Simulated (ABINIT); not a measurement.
Runs of ABINIT 10.8.3 (patched build) on CsSnBr3. The structure is cubic, space group Pm-3m (No. 221). Conventional cell: a = 5.839 Å, b = 5.839 Å, c = 5.839 Å, α = 90.00°, β = 90.00°, γ = 90.00°. Around Cs (site symmetry m-3m) lie 12 Br at 4.13 Å. Around Sn (site symmetry m-3m) lie 6 Br at 2.92 Å. Br (site symmetry 4/mmm) is surrounded by 2 Sn at 2.92 Å. The cell is a database's computed one.

| task | level | potentials or basis | k mesh | gap on the mesh (eV) |
| --- | --- | --- | --- | --- |
| band structure | revPBE | JTH PAW PBE v2.0 | 5 × 5 × 5 | 1.90 |
| band structure | RPBE | JTH PAW PBE v2.0 | 5 × 5 × 5 | 1.91 |
| band structure | LDA-PZ | JTH PAW LDA v2.0 | 5 × 5 × 5 | 1.84 |
| band structure | LDA | JTH PAW LDA v2.0 sp | 5 × 5 × 5 | 1.84 |
| single point | PBEsol | JTH PAW PBE v2.0 | 3 × 3 × 3 | (b) |
| single point | PBE | JTH PAW PBE v2.0 | 3 × 3 × 3 | 3.27 |
| single point | PBE | JTH PAW PBE v2.0 | 6 × 6 × 6 | (a) |
| band structure | HCTH407 | JTH PAW PBE v2.0 | 5 × 5 × 5 | 2.06 |

Alike in all rows: no spin polarisation; cell as given; cutoff (eV) 544; smearing fermi-dirac 0.05 eV.

**Question.** Fill in the values left out.

**Answer.** (a) 0.50; (b) 3.23.

Caveats: spin-orbit coupling is left out, which moves the levels of the heavy elements; an odd mesh through Γ misses points on the zone boundary, where band edges often lie (some runs); this set keeps more shells in the core, which shifts pressures and gaps (some runs).

A k mesh can miss the band edges, and the runs leave out spin-orbit coupling on Br, Cs, Sn.

The runs don't all hold the same shells in valence.
